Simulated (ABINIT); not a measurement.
# GaAs (F-43m) in ABINIT: a series of runs

Aim: see how the results for GaAs move with the level of theory and the settings. Levels: PBEsol, PBE. Tasks: single point, relaxation of cell and atoms.

All numbers are computed with ABINIT 10.8.3 (patched build); they aren't measurements. Logs are shortened: lines on timing, memory, paths and dates and some standing lists are left out, and cuts for length are marked. The log counts tension as positive stress, the text compression.

**Measured values to compare with.**

From “Evidence of valence band perturbations in GaAsN/GaAs(001): A combined variable-angle spectroscopic ellipsometry and modulated photoreflectance investigation”, 2008, arxiv:0805.2212, for a bulk crystal of GaAs at 300 K: band gap 1.412 ± 0.01 eV (direct).

The runs below are set against these values where they give the same quantity.

## 1. The crystal as given

It takes space group F-43m (No. 216, cubic). Conventional cell: a = 5.654 Å, b = 5.654 Å, c = 5.654 Å, α = 90.00°, β = 90.00°, γ = 90.00°. As (site symmetry -43m) is surrounded by 4 Ga at 2.45 Å. Ga (site symmetry -43m) is surrounded by 4 As at 2.45 Å.

## 2. Single point, PBEsol

The input, run.abi:

```
# Pseudopotentials
pp_dirpath "./"
pseudos "As.upf, Ga.upf"

# Structure
acell 3*1.0 Angstrom
rprim
     0.0000000000     2.8268500000     2.8268500000
     2.8268500000     0.0000000000     2.8268500000
     2.8268500000     2.8268500000     0.0000000000
ntypat 2
znucl 33 31
natom 2
typat 1 2
xred
     0.7500000000     0.7500000000     0.7500000000
     0.0000000000     0.0000000000     0.0000000000

# Plane-wave basis
ecut 38.0

# k points
kptopt 1
ngkpt 6 6 6
nshiftk 1
shiftk 0.0 0.0 0.0

# Exchange and correlation
ixc -116133

# Bands and occupations
nband 18
occopt 3
tsmear 0.00183747

# SCF cycle
nstep 100
tolvrs 1.0e-10

# Output
iomode 3
prtwf 0
prtden 0
prteig 0
prtebands 0
enunit 1
```

Potentials or basis: PseudoDojo NC SR PBEsol v0.4.1 standard.

Started as:

```sh
> abinit run.abi > log 2>&1
```

run.abo:

```text
.Version 10.8.3 of ABINIT
 Symmetries : space group F-4 3 m (#216); Bravais cF (face-center cubic)
================================================================================
 Values of the parameters that define the memory need of the present run
     intxc =       0    ionmov =       0      iscf =       7    lmnmax =       6
     lnmax =       6     mgfft =      45  mpssoang =       3    mqgrid =    3001
     natom =       2  nloc_mem =       1    nspden =       1   nspinor =       1
    nsppol =       1      nsym =      24    n1xccc =    2501    ntypat =       2
    occopt =       3   xclevel =       2
       mpw =        3428          nfft =       91125          nkpt =          16
================================================================================
================================================================================

--------------------------------------------------------------------------------
------------- Echo of variables that govern the present computation ------------
--------------------------------------------------------------------------------
 -outvars: echo values of preprocessed input variables --------
            acell      1.8897261259E+00  1.8897261259E+00  1.8897261259E+00 Bohr
              amu      7.49215900E+01  6.97230000E+01
             ecut      3.80000000E+01 Hartree
           enunit           1
              ixc     -116133
         kptrlatt        6    0    0      0    6    0      0    0    6
          kptrlen      4.53281381E+01
            natom           2
            nband          18
            ngfft          45      45      45
             nkpt          16
            nstep         100
             nsym          24
           ntypat           2
           occopt           3
           prtden           0
        prtebands           0
           prteig           0
            prtwf           0
            rprim      0.0000000000E+00  2.8268500000E+00  2.8268500000E+00
                       2.8268500000E+00  0.0000000000E+00  2.8268500000E+00
                       2.8268500000E+00  2.8268500000E+00  0.0000000000E+00
          spgroup         216
           tolvrs      1.00000000E-10
           tsmear      1.83747000E-03 Hartree
            typat      1  2
           xangst      4.2402750000E+00  4.2402750000E+00  4.2402750000E+00
                       0.0000000000E+00  0.0000000000E+00  0.0000000000E+00
            xcart      8.0129584485E+00  8.0129584485E+00  8.0129584485E+00
                       0.0000000000E+00  0.0000000000E+00  0.0000000000E+00
             xred      7.5000000000E-01  7.5000000000E-01  7.5000000000E-01
                       0.0000000000E+00  0.0000000000E+00  0.0000000000E+00
            znucl       33.00000   31.00000

================================================================================

 chkinp: Checking input parameters for consistency.

================================================================================
== DATASET  1 ==================================================================

--- !DatasetInfo
iteration_state: {dtset: 1, }
dimensions: {natom: 2, nkpt: 16, mband: 18, nsppol: 1, nspinor: 1, nspden: 1, mpw: 3428, }
cutoff_energies: {ecut:  38.0, pawecutdg:  -1.0, }
electrons: {nelect:   2.80000000E+01, charge:   0.00000000E+00, occopt:   3.00000000E+00, tsmear:   1.83747000E-03, }
meta: {optdriver: 0, ionmov: 0, optcell: 0, iscf: 7, paral_kgb: 0, }
...

 Real(R)+Recip(G) space primitive vectors, cartesian coordinates (Bohr,Bohr^-1):
 R(1)=  0.0000000  5.3419723  5.3419723  G(1)= -0.0935984  0.0935984  0.0935984
 R(2)=  5.3419723  0.0000000  5.3419723  G(2)=  0.0935984 -0.0935984  0.0935984
 R(3)=  5.3419723  5.3419723  0.0000000  G(3)=  0.0935984  0.0935984 -0.0935984
 Unit cell volume ucvol=  3.0488418E+02 bohr^3
 Angles (23,13,12)=  6.00000000E+01  6.00000000E+01  6.00000000E+01 degrees

 getcut: wavevector=  0.0000  0.0000  0.0000  ngfft=  45  45  45
         ecut(hartree)=     38.000   => boxcut(ratio)=   2.09884

--- Pseudopotential description ------------------------------------------------
- pspini: atom type   1  psp file is ./As.upf
12 -116133 2 -1 1342                          pspcod,pspxc,lmax,lloc,mmax
     nproj     2     2     2

- pspini: atom type   2  psp file is ./Ga.upf
12 -116133 2 -1 1902                          pspcod,pspxc,lmax,lloc,mmax
     nproj     2     2     2

   1.49243481E+03                                ecore*ucvol(ha*bohr**3)
--------------------------------------------------------------------------------

================================================================================

--- !BeginCycle
iteration_state: {dtset: 1, }
solver: {iscf: 7, nstep: 100, nline: 4, wfoptalg: 0, }
tolerances: {tolvrs: 1.00E-10, }
...

     iter   Etot(hartree)      deltaE(h)  residm     vres2
 ETOT  1  -178.53237760115    -1.785E+02 9.862E-01 4.008E+03
 ETOT  2  -181.61148225691    -3.079E+00 7.792E-02 5.652E+03
 ETOT  3  -182.17584137777    -5.644E-01 6.629E-02 1.051E+03
 ETOT  4  -182.24569303980    -6.985E-02 1.185E-02 4.997E+02
 ETOT  5  -182.29000317217    -4.431E-02 1.971E-03 1.318E+02
 ETOT  6  -182.30516956152    -1.517E-02 5.548E-04 7.659E+00
 ETOT  7  -182.30606255235    -8.930E-04 3.641E-04 4.272E-01
 ETOT  8  -182.30611723832    -5.469E-05 1.922E-05 4.182E-04
 ETOT  9  -182.30611715383     8.449E-08 5.566E-05 1.574E-03
 ETOT 10  -182.30611736968    -2.159E-07 2.157E-06 6.482E-07
 ETOT 11  -182.30611736993    -2.445E-10 1.794E-05 1.360E-08
 ETOT 12  -182.30611736993    -6.224E-12 8.005E-07 9.951E-09
 ETOT 13  -182.30611736993     1.563E-12 5.919E-06 6.296E-11

 At SCF step   13       vres2   =  6.30E-11 < tolvrs=  1.00E-10 =>converged.

 Cartesian components of stress tensor (hartree/bohr^3)
  sigma(1 1)=  2.55556649E-05  sigma(3 2)=  0.00000000E+00
  sigma(2 2)=  2.55556649E-05  sigma(3 1)=  0.00000000E+00
  sigma(3 3)=  2.55556649E-05  sigma(2 1)=  0.00000000E+00

--- !ResultsGS
iteration_state: {dtset: 1, }
comment   : Summary of ground state results
lattice_vectors:
- [  0.0000000,   5.3419723,   5.3419723, ]
- [  5.3419723,   0.0000000,   5.3419723, ]
- [  5.3419723,   5.3419723,   0.0000000, ]
lattice_lengths: [   7.55469,    7.55469,    7.55469, ]
lattice_angles: [ 60.000,  60.000,  60.000, ] # degrees, (23, 13, 12)
lattice_volume:   3.0488418E+02
convergence: {deltae:  1.563E-12, res2:  6.296E-11, residm:  5.919E-06, diffor: null, }
etotal    :  -1.82306117E+02
entropy   :   0.00000000E+00
fermie    :   1.53052406E-01
cartesian_stress_tensor: # hartree/bohr^3
- [  2.55556649E-05,   0.00000000E+00,   0.00000000E+00, ]
- [  0.00000000E+00,   2.55556649E-05,   0.00000000E+00, ]
- [  0.00000000E+00,   0.00000000E+00,   2.55556649E-05, ]
pressure_GPa:  -7.5187E-01
xred      :
- [  7.5000E-01,   7.5000E-01,   7.5000E-01, As]
- [  0.0000E+00,   0.0000E+00,   0.0000E+00, Ga]
cartesian_forces: # hartree/bohr
- [ -2.52027254E-29,  -2.52027254E-29,   7.56081763E-29, ]
- [  2.52027254E-29,   2.52027254E-29,  -7.56081763E-29, ]
force_length_stats: {min:   8.35879840E-29, max:   8.35879840E-29, mean:   8.35879840E-29, }
...

 Integrated electronic density in atomic spheres:
 ------------------------------------------------
 Atom  Sphere_radius  Integrated_density
    1        2.00000         12.37085607
    2        2.00000         10.81951417
================================================================================

 ----iterations are completed or convergence reached----

 Mean square residual over all n,k,spin=   22.371E-09; max=  59.186E-07
 reduced coordinates (array xred) for    2 atoms
       0.750000000000      0.750000000000      0.750000000000
       0.000000000000      0.000000000000      0.000000000000
 rms dE/dt=  3.8080E-28; max dE/dt=  5.3853E-28; dE/dt below (all hartree)
    1      -0.000000000000     -0.000000000000      0.000000000000
    2       0.000000000000      0.000000000000      0.000000000000

 cartesian coordinates (angstrom) at end:
    1      4.24027500000000     4.24027500000000     4.24027500000000
    2      0.00000000000000     0.00000000000000     0.00000000000000

 cartesian forces (hartree/bohr) at end:
    1     -0.00000000000000    -0.00000000000000     0.00000000000000
    2      0.00000000000000     0.00000000000000    -0.00000000000000
 frms,max,avg= 4.8259545E-29 7.5608176E-29   0.000E+00  0.000E+00  0.000E+00 h/b

 cartesian forces (eV/Angstrom) at end:
    1     -0.00000000000000    -0.00000000000000     0.00000000000000
    2      0.00000000000000     0.00000000000000    -0.00000000000000
 frms,max,avg= 2.4816056E-27 3.8879287E-27   0.000E+00  0.000E+00  0.000E+00 e/A
 length scales=  1.889726125908  1.889726125908  1.889726125908 bohr
              =  1.000000000000  1.000000000000  1.000000000000 angstroms
 Fermi (or HOMO) energy (eV) =   4.16477   Average Vxc (eV)= -10.18067
 Eigenvalues (   eV  ) for nkpt=  16  k points:
 kpt#   1, nband= 18, wtk=  0.00463, kpt=  0.0000  0.0000  0.0000 (reduced coord)
 -31.29896  -31.29896  -31.29896  -31.28915  -31.28915  -10.89767  -10.89767  -10.89767
 -10.81931  -10.81931   -8.83570    3.91752    3.91752    3.91752    4.35624    7.61964
   7.61964    7.61964
 prteigrs : prtvol=0 or 1, do not print more k-points.

--- !EnergyTerms
iteration_state     : {dtset: 1, }
comment             : Components of total free energy in Hartree
kinetic             :  1.38792668843393E+02
hartree             :  5.73003964657628E+01
xc                  : -4.42342978975244E+01
Ewald energy        : -9.91764168217229E+01
psp_core            :  4.89508772439145E+00
local_psp           : -1.49610891175905E+02
non_local_psp       : -9.02726605969508E+01
internal            : -1.82306113458555E+02
'-kT*entropy'       : -3.91137537744743E-06
total_energy        : -1.82306117369931E+02
total_energy_eV     : -4.96080217475833E+03
band_energy         : -1.59020644567716E+01
...

 Cartesian components of stress tensor (hartree/bohr^3)
  sigma(1 1)=  2.55556649E-05  sigma(3 2)=  0.00000000E+00
  sigma(2 2)=  2.55556649E-05  sigma(3 1)=  0.00000000E+00
  sigma(3 3)=  2.55556649E-05  sigma(2 1)=  0.00000000E+00

-Cartesian components of stress tensor (GPa)         [Pressure= -7.5187E-01 GPa]
- sigma(1 1)=  7.51873621E-01  sigma(3 2)=  0.00000000E+00
- sigma(2 2)=  7.51873621E-01  sigma(3 1)=  0.00000000E+00
- sigma(3 3)=  7.51873621E-01  sigma(2 1)=  0.00000000E+00

== END DATASET(S) ==============================================================
================================================================================

 -outvars: echo values of variables after computation  --------
            acell      1.8897261259E+00  1.8897261259E+00  1.8897261259E+00 Bohr
           etotal     -1.8230611737E+02
            fcart     -2.5202725440E-29 -2.5202725440E-29  7.5608176319E-29
                       2.5202725440E-29  2.5202725440E-29 -7.5608176319E-29
            rprim      0.0000000000E+00  2.8268500000E+00  2.8268500000E+00
                       2.8268500000E+00  0.0000000000E+00  2.8268500000E+00
                       2.8268500000E+00  2.8268500000E+00  0.0000000000E+00
           strten      2.5555664948E-05  2.5555664948E-05  2.5555664948E-05
                       0.0000000000E+00  0.0000000000E+00  0.0000000000E+00
           xangst      4.2402750000E+00  4.2402750000E+00  4.2402750000E+00
                       0.0000000000E+00  0.0000000000E+00  0.0000000000E+00
             xred      7.5000000000E-01  7.5000000000E-01  7.5000000000E-01
                       0.0000000000E+00  0.0000000000E+00  0.0000000000E+00
 Calculation completed.
```

It took 38 s on 1 thread of Arm Neoverse V2, shared host; peak memory 0.09 GiB.

What came out:

```
Free energy                                           : -4960.8022 eV
Pressure                                              : -0.8 GPa
Band gap on the k mesh                                : 0.44 eV, direct
Valence electrons inside the program's atomic spheres : As 12.37; Ga 10.82
```

Levels at points of the mesh, in eV from the valence-band top:
```
           k point  band 12  band 13  band 14  band 15  band 16  band 17
(0.00, 0.00, 0.00)     0.00     0.00     0.00     0.44     3.70     3.70
(0.50, 0.00, 0.00)    -6.67    -1.15    -1.15     0.93     4.59     4.59
(0.50, 0.50, 0.00)    -6.84    -2.69    -2.69     1.35     1.58    10.13
```

## 3. Single point, PBE

Changes to run.abi since step 2:

```diff
@@ -5,7 +5,7 @@
 # Structure
-acell 3*1.0 Angstrom
+acell 7.55468967 7.55468967 7.55468967
 rprim
-     0.0000000000     2.8268500000     2.8268500000
-     2.8268500000     0.0000000000     2.8268500000
-     2.8268500000     2.8268500000     0.0000000000
+     0.0000000000     0.7071067812     0.7071067812
+     0.7071067812     0.0000000000     0.7071067812
+     0.7071067812     0.7071067812     0.0000000000
 ntypat 2
@@ -19,3 +19,3 @@
 # Plane-wave basis
-ecut 38.0
+ecut 1034.032677 eV
 
@@ -28,3 +28,3 @@
 # Exchange and correlation
-ixc -116133
+ixc 11
```

Potentials or basis: PseudoDojo NC SR PBE v0.4.1 standard.

Started as:

```sh
> mpirun --bind-to none -np 4 abinit run.abi > log 2>&1
```

It took 12 s on 4 MPI ranks of Arm Neoverse V2, shared host; peak memory 0.32 GiB.

Results (log left out):

```yaml
Free_energy: -4967.8000 eV
Band_gap_on_the_k_mesh: 0.51 eV, direct
Valence_electrons_inside_the_program's_atomic_spheres: As 12.37; Ga 10.82
```

Levels at points of the mesh, in eV from the valence-band top:
```
           k point  band 10  band 11  band 12  band 13  band 14  band 15  band 16  band 17  band 18
(0.00, 0.00, 0.00)   -14.75   -12.73     0.00     0.00     0.00     0.51     3.74     3.74     3.74
(0.50, 0.00, 0.00)   -14.74   -10.97    -6.64    -1.14    -1.14     1.00     4.64     4.64     7.77
(0.50, 0.50, 0.00)   -14.73   -10.23    -6.81    -2.68    -2.68     1.47     1.66    10.17    10.17
```

Caveat: the cutoff is too short for stress, so the log's stress isn't used.

## 4. Single point, PBEsol

Changes to run.abi since step 3:

```diff
@@ -2,6 +2,6 @@
 pp_dirpath "./"
-pseudos "As.upf, Ga.upf"
+pseudos "As.GGA_PBE-JTH.xml, Ga.GGA_PBE-JTH.xml"
 
 # Structure
-acell 7.55468967 7.55468967 7.55468967
+acell 3.9977696088 3.9977696088 3.9977696088 Angstrom
 rprim
@@ -19,3 +19,4 @@
 # Plane-wave basis
-ecut 1034.032677 eV
+ecut 353.748021 eV
+pawecutdg 26.0
 
@@ -28,3 +29,3 @@
 # Exchange and correlation
-ixc 11
+ixc -116133
 
@@ -37,3 +38,3 @@
 nstep 100
-tolvrs 1.0e-10
+tolvrs 1.0e-9
 
@@ -45,2 +46,2 @@
 prtebands 0
-enunit 1
+enunit 2
```

Potentials or basis: JTH PAW PBE v2.0.

Started as:

```sh
> abinit run.abi > log 2>&1
```

It took 12 s on 1 thread of Arm Neoverse V1, shared host; peak memory 0.09 GiB.

It converged, with:

- Free energy: -5249.7806 eV
- Pressure: 0.0 GPa
- Band gap on the k mesh: 0.43 eV, direct
- Valence electrons inside the program's atomic spheres: As 12.71; Ga 11.07

Levels at points of the mesh, in eV from the valence-band top:
```csv
k point,band 11,band 12,band 13,band 14,band 15,band 16,band 17,band 18
"(0.00, 0.00, 0.00)",-12.76,0.00,0.00,0.00,0.43,3.69,3.69,3.69
"(0.50, 0.00, 0.00)",-10.98,-6.68,-1.15,-1.15,0.92,4.59,4.59,7.58
"(0.50, 0.50, 0.00)",-10.24,-6.84,-2.70,-2.70,1.35,1.57,10.12,10.12
```

Caveat: the PAW data sets were made with another functional, which shifts forces and pressure a little.

## 5. Relaxation of cell and atoms, PBEsol

The input, run.abi:

```
# Pseudopotentials
pp_dirpath "./"
pseudos "As.GGA_PBE-JTH.xml, Ga.GGA_PBE-JTH.xml"

# Structure
acell 3*1.0 Angstrom
rprim
     0.0000000000     2.8268500000     2.8268500000
     2.8268500000     0.0000000000     2.8268500000
     2.8268500000     2.8268500000     0.0000000000
ntypat 2
znucl 33 31
natom 2
typat 1 2
chkprim 0
chksymtnons 0
tolsym 1.0e-6
xred
            3/4            3/4            3/4
            0.0            0.0            0.0

# Plane-wave basis
ecut 17.0
pawecutdg 34.0
ecutsm 0.5

# k points
kptopt 1
ngkpt 6 6 6
nshiftk 1
shiftk 0.0 0.0 0.0

# Exchange and correlation
ixc -116133

# Bands and occupations
nband 18
occopt 3
tsmear 0.05 eV

# SCF cycle
nstep 80
tolvrs 1.0e-10

# Output
iomode 3
prteig 0
prtebands 0
prtwf 0
prtden 0

# Relaxation
ionmov 2
optcell 2
ntime 50
tolmxf 2.0e-5
dilatmx 1.08
```

Started as:

```sh
> abinit run.abi > log 2>&1
```

Wall time 45 s (1 thread of Arm Neoverse V1, shared host); peak memory 0.11 GiB.

Results (log left out):

| Item | Value |
| --- | --- |
| Free energy | -5249.7893 eV |
| Relaxed volume | 22.68 Å³/atom |
| Relaxed cell | a = 4.003 Å, b = 4.003 Å, c = 4.003 Å, α = 60.00°, β = 60.00°, γ = 60.00° |
| Space group after relaxing (to 0.05 Å) | F-43m (No. 216) |
| Energy gained by relaxing | 0.1 meV/atom |
| Ionic steps | 3 |
| Pressure after relaxing | 0.0 GPa |
| Band gap on the k mesh | 0.41 eV, direct |

The path:
```
step  energy change (eV)  largest force (eV/Å)  pressure (GPa)  volume (Å³)
   1              0.0000                0.0000            0.28        45.18
   2             -0.0001                0.0000            0.22        45.22
   3             -0.0002                0.0000            0.00        45.36
```

Final structure:
```
As Ga
1.0
     0.00000    2.83055    2.83055
     2.83055    0.00000    2.83055
     2.83055    2.83055    0.00000
As Ga
1 1
Direct
  0.75000 0.75000 0.75000
  0.00000 0.00000 0.00000
```

Caveat: the PAW data sets were made with another functional, which shifts forces and pressure a little.

## 6. Summary

```csv
task,level,potentials or basis,cell,cutoff (eV),fine-grid cutoff,cell freedom (optcell),optimiser (ionmov),cutoff smearing ecutsm (Ha),force stop (Ha/bohr),gap on the mesh (eV),pressure (GPa)
single point,PBEsol,PseudoDojo NC SR PBEsol v0.4.1 standard,as given,1034,-,-,-,-,-,0.44,-0.8
single point,PBE,PseudoDojo NC SR PBE v0.4.1 standard,as given,1034,-,-,-,-,-,0.51,-
single point,PBEsol,JTH PAW PBE v2.0,as given,354,707.496 eV,-,-,-,-,0.43,0.0
relaxation of cell and atoms,PBEsol,JTH PAW PBE v2.0,relaxed,463,925.187 eV,2,2,0.5,2e-05,0.41,0.0
```

Alike in all rows: no spin polarisation; k mesh 6 × 6 × 6; smearing fermi-dirac 0.05 eV.

Caveats: the PAW data sets were made with another functional, which shifts forces and pressure a little (some runs).

Absolute energies hang on the potentials; compare differences alone.

## 7. Comparison with measurements

Step 2. Measured gap of GaAs: 1.412 eV (direct; 300 K; “Evidence of valence band perturbations in GaAsN/GaAs(001): A combined variable-angle spectroscopic ellipsometry and modulated photoreflectance investigation”, 2008, arxiv:0805.2212). This calculation gives 0.44 eV (-0.97 eV). 3 values of this kind are on record (1.412 to 1.51 eV); this one was drawn at random among those near their median, those with a stated uncertainty first. Spin-orbit coupling on As, Ga is left out. The value is that of PBEsol on a finite k mesh, which can miss the band edges, without temperature or zero-point motion. Semilocal functionals fall short of measured gaps as a rule.

Step 3. A measured gap of GaAs is 1.412 eV (direct; 300 K; “Evidence of valence band perturbations in GaAsN/GaAs(001): A combined variable-angle spectroscopic ellipsometry and modulated photoreflectance investigation”, 2008, arxiv:0805.2212); the calculated 0.51 eV misses it by -0.90 eV. 3 values of this kind are on record (1.412 to 1.51 eV); this one was drawn at random among those near their median, those with a stated uncertainty first. Spin-orbit coupling on As, Ga is left out. The value is that of PBE on a finite k mesh, which can miss the band edges, without temperature or zero-point motion. Semilocal functionals fall short of measured gaps as a rule.

Step 4. Measured gap of GaAs: 1.412 eV (direct; 300 K; “Evidence of valence band perturbations in GaAsN/GaAs(001): A combined variable-angle spectroscopic ellipsometry and modulated photoreflectance investigation”, 2008, arxiv:0805.2212). This calculation gives 0.43 eV (-0.98 eV). 3 values of this kind are on record (1.412 to 1.51 eV); this one was drawn at random among those near their median, those with a stated uncertainty first. Spin-orbit coupling on As, Ga is left out. The value is that of PBEsol on a finite k mesh, which can miss the band edges, without temperature or zero-point motion. Semilocal functionals fall short of measured gaps as a rule.
